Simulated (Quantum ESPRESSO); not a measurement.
Ge:

```
Ge
1.0
     0.00000    2.91637    2.83206
     2.91637    0.00000    2.83206
     2.91637    2.91637    0.00000
Ge
2
Direct
  0.00000 0.00000 0.00000
  0.25000 0.25000 0.25000
```

Below is the output of Quantum ESPRESSO 7.5 for this cell. Logs are shortened: lines on timing, memory, paths and dates and some standing lists are left out, and cuts for length are marked.

```text
This program is part of the open-source Quantum ESPRESSO suite
     for quantum simulation of materials; please cite
[... 9 lines left out ...]
     --------------------
     sticks:   dense  smooth     PW     G-vecs:    dense   smooth      PW
     Sum        1277    1277    375                30211    30211    4845

     Using Slab Decomposition

     bravais-lattice index     =            0
     lattice parameter (alat)  =       7.6821  a.u.
     unit-cell volume          =     325.0991 (a.u.)^3
     number of atoms/cell      =            2
     number of atomic types    =            1
     number of electrons       =        28.00
     number of Kohn-Sham states=           21
     kinetic-energy cutoff     =      78.0000  Ry
     charge density cutoff     =     312.0000  Ry
     scf convergence threshold =      4.0E-10
     mixing beta               =       0.5000
     number of iterations used =            8  plain     mixing
     Exchange-correlation= PBE
                           (   1   4   3   4   0   0   0)

     celldm(1)=   7.682104  celldm(2)=   0.000000  celldm(3)=   0.000000
     celldm(4)=   0.000000  celldm(5)=   0.000000  celldm(6)=   0.000000

     crystal axes: (cart. coord. in units of alat)
               a(1) = (   0.000000   0.717401   0.696660 )
               a(2) = (   0.717401   0.000000   0.696660 )
               a(3) = (   0.717401   0.717401   0.000000 )

     reciprocal axes: (cart. coord. in units 2 pi/alat)
               b(1) = ( -0.696960  0.696960  0.717710 )
               b(2) = (  0.696960 -0.696960  0.717710 )
               b(3) = (  0.696960  0.696960 -0.717710 )

     PseudoPot. # 1 for Ge read from file:
     Ge.upf
     Pseudo is Norm-conserving + core correction, Zval = 14.0
     Generated using ONCVPSP code by D. R. Hamann
     Using radial grid of 1560 points,  6 beta functions with:
                l(1) =   0
                l(2) =   0
                l(3) =   1
                l(4) =   1
                l(5) =   2
                l(6) =   2

     atomic species   valence    mass     pseudopotential
     Ge               14.00    72.63000     Ge( 1.00)

     16 Sym. Ops., with inversion, found ( 8 have fractional translation)

   Cartesian axes

     site n.     atom                  positions (alat units)
         1        Ge     tau(   1) = (   0.0000000   0.0000000   0.0000000  )
         2        Ge     tau(   2) = (   0.3587005   0.3587005   0.3483302  )

     number of k points=   102  Gaussian smearing, width (Ry)=  0.0007

     Number of k-points >= 100: set verbosity='high' to print them.

     Dense  grid:    30211 G-vectors     FFT dimensions: (  48,  48,  48)

     Initial potential from superposition of free atoms

     starting charge      27.9984, renormalised to      28.0000
     Starting wfcs are   18 randomized atomic wfcs +    3 random wfcs

     Self-consistent Calculation

     iteration #  1     ecut=    78.00 Ry     beta= 0.50
     Davidson diagonalization with overlap
     ethr =  1.00E-02,  avg # of iterations =  5.2

     Threshold (ethr) on eigenvalues was too large:
     Diagonalizing with lowered threshold

     Davidson diagonalization with overlap
     ethr =  1.08E-04,  avg # of iterations =  3.5

     total energy              =    -357.28488881 Ry
     estimated scf accuracy    <       0.03074630 Ry

     iteration #  2     ecut=    78.00 Ry     beta= 0.50
     Davidson diagonalization with overlap
     ethr =  1.10E-04,  avg # of iterations =  1.0

     total energy              =    -357.28463037 Ry
     estimated scf accuracy    <       0.00607964 Ry

     iteration #  3     ecut=    78.00 Ry     beta= 0.50
     Davidson diagonalization with overlap
     ethr =  2.17E-05,  avg # of iterations =  2.0

     total energy              =    -357.28492949 Ry
     estimated scf accuracy    <       0.00007947 Ry

     iteration #  4     ecut=    78.00 Ry     beta= 0.50
     Davidson diagonalization with overlap
     ethr =  2.84E-07,  avg # of iterations =  4.8

     total energy              =    -357.28494501 Ry
     estimated scf accuracy    <       0.00000612 Ry

     iteration #  5     ecut=    78.00 Ry     beta= 0.50
     Davidson diagonalization with overlap
     ethr =  2.19E-08,  avg # of iterations =  1.3

     total energy              =    -357.28494515 Ry
     estimated scf accuracy    <       0.00000064 Ry

     iteration #  6     ecut=    78.00 Ry     beta= 0.50
     Davidson diagonalization with overlap
     ethr =  2.29E-09,  avg # of iterations =  2.0

     total energy              =    -357.28494543 Ry
     estimated scf accuracy    <       0.00000018 Ry

     iteration #  7     ecut=    78.00 Ry     beta= 0.50
     Davidson diagonalization with overlap
     ethr =  6.46E-10,  avg # of iterations =  2.0

     total energy              =    -357.28494545 Ry
     estimated scf accuracy    <          3.0E-09 Ry

     iteration #  8     ecut=    78.00 Ry     beta= 0.50
     Davidson diagonalization with overlap
     ethr =  1.09E-11,  avg # of iterations =  2.5

     total energy              =    -357.28494546 Ry
     estimated scf accuracy    <          1.8E-09 Ry

     iteration #  9     ecut=    78.00 Ry     beta= 0.50
     Davidson diagonalization with overlap
     ethr =  6.38E-12,  avg # of iterations =  2.0

     End of self-consistent calculation

     Number of k-points >= 100: set verbosity='high' to print the bands.

     the Fermi energy is     8.6546 ev

!    total energy              =    -357.28494546 Ry
     estimated scf accuracy    <          2.7E-11 Ry
     smearing contrib. (-TS)   =      -0.00000000 Ry
     internal energy E=F+TS    =    -357.28494546 Ry

     The total energy is F=E-TS. E is the sum of the following terms:
     one-electron contribution =    -189.70629675 Ry
     hartree contribution      =     113.16375124 Ry
     xc contribution           =     -87.25681312 Ry
     ewald contribution        =    -193.48558683 Ry

     convergence has been achieved in   9 iterations

     Forces acting on atoms (cartesian axes, Ry/au):

     atom    1 type  1   force =     0.00000000    0.00000000    0.00000000
     atom    2 type  1   force =     0.00000000    0.00000000    0.00000000

     Total force =     0.000000     Total SCF correction =     0.000000

     Computing stress (Cartesian axis) and pressure

          total   stress  (Ry/bohr**3)                   (kbar)     P=       -4.20
  -0.00007069   0.00000000   0.00000000          -10.40        0.00        0.00
   0.00000000  -0.00007069  -0.00000000            0.00      -10.40       -0.00
  -0.00000000   0.00000000   0.00005575           -0.00        0.00        8.20

=------------------------------------------------------------------------------=
   JOB DONE.
=------------------------------------------------------------------------------=
```

Q: Write the input and the command behind it.

A: Single point with PBE, no spin polarisation. The files as run (others can give the same):

pw.in
```
&CONTROL
  calculation = 'scf'
  prefix = 'pwscf'
  outdir = './tmp'
  pseudo_dir = './pseudo'
  tprnfor = .true.
  tstress = .true.
  disk_io = 'nowf'
/
&SYSTEM
  ibrav = 0
  nat = 2
  ntyp = 1
  ecutwfc = 78
  nbnd = 21
  occupations = 'smearing'
  smearing = 'gaussian'
  degauss = 0.00073499
/
&ELECTRONS
  conv_thr = 4d-10
  electron_maxstep = 120
  mixing_beta = 0.5
/
ATOMIC_SPECIES
Ge    72.6300 Ge.upf
CELL_PARAMETERS angstrom
   0.0000000000    2.9163750000    2.8320600000
   2.9163750000    0.0000000000    2.8320600000
   2.9163750000    2.9163750000    0.0000000000
ATOMIC_POSITIONS crystal
Ge     0.0000000000    0.0000000000    0.0000000000
Ge     0.2500000000    0.2500000000    0.2500000000
K_POINTS automatic
10 10 10 0 0 0
```

Potentials or basis: PseudoDojo 0.4.1 SR PBE standard.
The run is started by
```console
$ OMP_NUM_THREADS=1 pw.x -in pw.in > pw.out
```
